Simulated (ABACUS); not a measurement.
WS2:

```xyz
3
Lattice="1.5790 0.9116 6.1633 -1.5790 0.9116 6.1633 0.0000 -1.8233 6.1633" Properties=species:S:1:pos:R:3 pbc="T T T"
W     0.0000    0.0000    0.0000
S     0.0000    0.0000   10.7427
S     0.0000    0.0000   13.8730
```

Measurements of this composition are mostly on another form, of space group No. 194.

```yaml
Program: ABACUS 3.10.1
Task: single point
Functional: PBEsol
Potentials_or_basis: PseudoDojo NC SR 0.4.1 PBEsol standard
Cutoff: 1007 eV
Density_cutoff: 4027 eV
Basis: plane waves
k_mesh: 10 × 10 × 10
Occupations: fermi-dirac, width 0.05 eV
Spin: no spin polarisation
```

On this cell: pressure -0.6 GPa; largest force 0.598 eV/Å; band gap on the k mesh 1.02 eV, indirect (least direct gap 2.23 eV).

The same run follows on a disturbed copy (atoms moved at random, drawn with an rms of 0.05 Å):

```
W S
1.0
     1.57900    0.91164    6.16333
    -1.57900    0.91164    6.16333
     0.00000   -1.82327    6.16333
W S
1 2
Direct
  0.98702 0.01091 0.00837
  0.58570 0.58146 0.57252
  0.74750 0.73998 0.77082
```

Question: What changes?

Answer: The energy moves by +28.3 meV/atom; pressure -3.6 GPa; largest force 1.652 eV/Å; band gap on the k mesh 0.93 eV, indirect (least direct gap 2.06 eV).

Forces on the atoms (eV/Å):
```
W    0.952 -0.012 -1.350
S   -0.380 -0.326  1.314
S   -0.572  0.338  0.037
```

Stress tensor (GPa, compression positive):
```
-2.65 -0.85 -0.77
-0.85 -2.91  3.02
-0.77  3.02 -5.36
```

Caveats: spin-orbit coupling is left out, which moves the levels of the heavy elements.

A k mesh can miss the band edges.
